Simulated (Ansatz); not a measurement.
Strain and the gap of NaF (rocksalt)

NaF in the rocksalt structure, relaxed with r2SCAN in Ansatz 0.2.0. The symmetry is Fm-3m (No. 225, cubic); a = 4.594 Å in the conventional setting, 12.12 Å³ an atom. Around Na lie 6 F at 2.30 Å; around F lie 6 Na at 2.30 Å.

The axes x, y and z are those of this cell:
```
Na F
1.0
     0.00000    2.29717    2.29717
     2.29717    0.00000    2.29717
     2.29717    2.29717    0.00000
Na F
1 1
Direct
  0.00000 0.00000 0.00000
  0.50000 0.50000 0.50000
```

Unstrained: PBE gives a direct gap of 6.456 eV at Γ. The r2SCAN gap is direct at Γ: 7.282 eV. With HSE06 the gap is 8.635 eV and direct, at Γ. Meshes: PBE 10×10×10, r2SCAN 10×10×10, HSE06 6×6×6. Strains are changes of length per length, and xy shears are angles. After each strain the atoms were relaxed again with r2SCAN within the symmetry that the strain leaves, so tilts or polar shifts that break it weren't tested; points keep the names that they have in the unstrained zone. (Simulation; spin polarisation is off.)

Changes of the least gap in eV (an overlap counts as a negative gap):
```
                                                       strain  volume change (%)  space group     PBE  r2SCAN   HSE06  energy rise, r2SCAN (meV/atom)
                 xy shear, engineering strain (angle) +1.79 %                0.0         Immm  -0.025  -0.026  -0.025                             0.4
                            isotropic +4.52 % on every length              +14.2        Fm-3m  -0.684  -0.709  -0.754                            32.2
epitaxial +2.56 % in the xy plane, free normal strain -0.92 %               +4.2       I4/mmm  -0.227  -0.237  -0.253                             5.9
```

Xy shear, engineering strain (angle) +1.79 %. HSE06: the gap goes from 8.635 to 8.610 eV (-0.025 eV); with r2SCAN the top three valence levels at Γ, degenerate before, become 1+1+1 from the top over 49 meV. Stress change with r2SCAN, compression positive: xx 0.00, yy 0.00, zz -0.01, xy -0.52 GPa.

Isotropic +4.52 % on every length. HSE06: the gap goes from 8.635 to 7.881 eV (-0.754 eV). Stress change with r2SCAN, compression positive: xx -5.30, yy -5.30, zz -5.30 GPa. For HSE06, dE_g/d ln V = -5.7 eV over this step.

Epitaxial +2.56 % in the xy plane, free normal strain -0.92 %. HSE06: the gap goes from 8.635 to 8.382 eV (-0.253 eV). Stress change with r2SCAN, compression positive: xx -2.84, yy -2.84, zz 0.00 GPa.

The meshes of the hybrids are coarse, so their gaps aren't converged to the digits shown.

The splittings at Γ are without spin-orbit coupling, which regroups them where it is of like size or larger.
